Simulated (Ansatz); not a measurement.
# CdSe (F-43m): cell relaxations under several functionals

The task is cell relaxations under several functionals, for CdSe (F-43m).

All numbers are computed with Ansatz 0.2.0 through its Python package. The levels of theory stand in the script.

## 1. Starting point

It takes space group F-43m (No. 216, cubic). The conventional cell has a = 6.141 Å, b = 6.141 Å, c = 6.141 Å, α = 90.00°, β = 90.00°, γ = 90.00°. Cd (site symmetry -43m) is surrounded by 4 Se at 2.66 Å. Se (site symmetry -43m) has 4 Cd at 2.66 Å as nearest neighbours.

No structure file is read: the coordinates are typed or built in the script.

## 2. Script

Input file lattice.py:

```python
"""How the lattice of CdSe depends on the functional."""

import ansatz as az
import numpy as np

def edges_and_angles(cell):
    cell = np.asarray(cell)
    a, b, c = np.linalg.norm(cell, axis=1)
    cosines = cell[1] @ cell[2] / (b * c), cell[0] @ cell[2] / (a * c), cell[0] @ cell[1] / (a * b)
    return (a, b, c, *np.degrees(np.arccos(cosines)))

xtal = (
    az.Lattice.of([0.0, 3.070271, 3.070271], [3.070271, 0.0, 3.070271], [3.070271, 3.070271, 0.0])
    .atom("Cd", [0.0, 0.0, 0.0])
    .atom("Se", [0.75, 0.75, 0.75])
)

model = xtal.calculation()
model = model.kpoints(6, 6, 6)
model = model.occupations("fermi_dirac", width=0.01)
model = model.relax(cell=True, force_tolerance=0.02)

levels = [("pbesol", "none"), ("revpbe", "d3bj"), ("r2scan", "d4")]
print("level            a       b       c    alpha   beta  gamma  V/atom  steps")
for name, dispersion in levels:
    seen = []
    run = model.functional(name, dispersion=dispersion).session().plan()
    done = run.execute(on_event=lambda e: seen.append(e) if e["event"] == "relax_step" else None)
    cell = done.lattice.cell_ang
    label = name if dispersion == "none" else f"{name}+{dispersion}"
    print("{:13s} {:7.4f} {:7.4f} {:7.4f} {:6.2f} {:6.2f} {:6.2f}".format(label, *edges_and_angles(cell)), f"{abs(np.linalg.det(cell)) / len(done.lattice.sites):7.3f} {len(seen):5d}")
```

## 3. What the engine is handed

The package turns the script's settings into the engine's input (first run):

```yaml
crystal:
  lattice:
    - [0.0, 3.070271, 3.070271]
    - [3.070271, 0.0, 3.070271]
    - [3.070271, 3.070271, 0.0]
  atoms:
    - { symbol: Cd, position: [0.0, 0.0, 0.0] }
    - { symbol: Se, position: [0.75, 0.75, 0.75] }
kpoints:
  mp_grid:
    grid: [6, 6, 6]
hamiltonian:
  xc: pbesol
  dispersion: none
scf:
  occupations:
    method: fermi_dirac
    width: 0.01
relax:
  f_tol: 0.02
  cell: {}
```

## 4. The run

Launch:

```bash
$ python lattice.py
```

Output:

```text
level            a       b       c    alpha   beta  gamma  V/atom  steps
DeckWarning: basis.ecutwfc = 420 eV, auto-derived from the records' recommended cutoffs: set by Cd (normal level)
pbesol         4.3014  4.3014  4.3014  60.00  60.00  60.00  28.138     4
revpbe+d3bj    4.3057  4.3057  4.3057  60.00  60.00  60.00  28.222     4
DeckWarning: basis.ecutwfc = 500 eV, auto-derived from the records' recommended cutoffs: set by Cd (their level for a meta-GGA)
r2scan+d4      4.3211  4.3211  4.3211  60.00  60.00  60.00  28.525     4
```

(Warnings from the package without file and line.)

Run time: 34 s. Hardware: 1 thread of Arm Neoverse V1, shared host; peak memory 0.57 GiB.

## 5. Inputs of later runs

The engine's inputs for the other runs:

Run 2, against run 1:

```diff
@@ -13,2 +13,2 @@
-  xc: pbesol
-  dispersion: none
+  xc: revpbe
+  dispersion: d3bj
```

Run 3, against run 1:

```diff
@@ -13,2 +13,2 @@
-  xc: pbesol
-  dispersion: none
+  xc: r2scan
+  dispersion: d4
```

## 6. Run by run

The 3 runs, in the order started:

| run | functional | dispersion | energy (eV/atom) | final volume (Å³/atom) | pressure (GPa) | SCF cycles in all | CPU time (s) |
| --- | --- | --- | --- | --- | --- | --- | --- |
| 1 | pbesol | none | -6804.7023 | 28.14 | -0.02 | 21 | 6.2 |
| 2 | revpbe | d3bj | -6868.0897 | 28.22 | -0.02 | 21 | 6.4 |
| 3 | r2scan | d4 | -6874.0329 | 28.52 | -0.01 | 22 | 20 |

Totals under unlike functionals or potentials can't be compared directly.

## 7. The relaxation of run 1, step by step

The steps of the relaxation:

| step | E - E(step 1) (eV/cell) | largest force component (eV/Å) | pressure (GPa) | volume (Å³) |
| --- | --- | --- | --- | --- |
| 1 | 0.0000 | 0.0000 | -1.39 | 57.88 |
| 2 | -0.0069 | 0.0000 | 0.47 | 55.75 |
| 3 | -0.0076 | 0.0000 | -0.03 | 56.28 |
| 4 | -0.0073 | 0.0000 | -0.02 | 56.28 |

Step 1 is the start. Step 4 repeats the geometry before it on a plane-wave basis chosen anew for that cell, so its energy need not be comparable with the rows above.

Lengths and angles in the start's conventional setting:

|  | before | after | change |
| --- | --- | --- | --- |
| a (Å) | 6.141 | 6.083 | -0.9 % |
| b (Å) | 6.141 | 6.083 | -0.9 % |
| c (Å) | 6.141 | 6.083 | -0.9 % |
| volume (Å³/atom) | 28.94 | 28.14 | -2.8 % |
| shortest distance (Å) | 2.659 | 2.634 | -0.9 % |
| space group (0.01 Å) | F-43m | F-43m | same |

The run keeps the 24 symmetry operations of the start, so it could not have lowered the symmetry.

## 8. Path of the relaxation of run 3

Step by step:

```
step  E - E(step 1) (eV/cell)  largest force component (eV/Å)  pressure (GPa)  volume (Å³)
   1                   0.0000                          0.0000           -0.76        57.88
   2                  -0.0020                          0.0000            0.31        56.72
   3                  -0.0022                          0.0000           -0.01        57.05
   4                  -0.0020                          0.0000           -0.01        57.05
```

Step 1 is the start. Step 4 repeats the geometry before it on a plane-wave basis chosen anew for that cell, so its energy need not be comparable with the rows above.

Lengths and angles in the start's conventional setting:

|  | before | after | change |
| --- | --- | --- | --- |
| a (Å) | 6.141 | 6.111 | -0.5 % |
| b (Å) | 6.141 | 6.111 | -0.5 % |
| c (Å) | 6.141 | 6.111 | -0.5 % |
| volume (Å³/atom) | 28.94 | 28.52 | -1.4 % |
| shortest distance (Å) | 2.659 | 2.646 | -0.5 % |
| space group (0.01 Å) | F-43m | F-43m | same |

The run keeps the 24 symmetry operations of the start, so it could not have lowered the symmetry.

## 9. Results

| quantity | value |
| --- | --- |
| runs compared | 3 |
| relaxed volume | 28.14 (pbesol) to 28.52 Å³/atom (r2scan d4) |

What this shows: From smallest to largest: PBEsol (28.14 Å³ an atom, -2.8 % against the start), revPBE+D3BJ (28.22 Å³ an atom, -2.5 % against the start) and r2SCAN+D4 (28.52 Å³ an atom, -1.4 % against the start). The spread is 1.4 % in volume. In run 1, the volume shrank by 2.8 % over 2 moves, and the space group stayed F-43m. In run 3, over 2 moves the cell shrank by 1.4 % in volume, and the space group stayed F-43m. Forces vanish by symmetry, so the ions can't move, and the end may be a saddle. Edges and angles that the script prints are those of the cell as typed, here a primitive one. This cell is a computed structure, which may not be the phase found in nature.
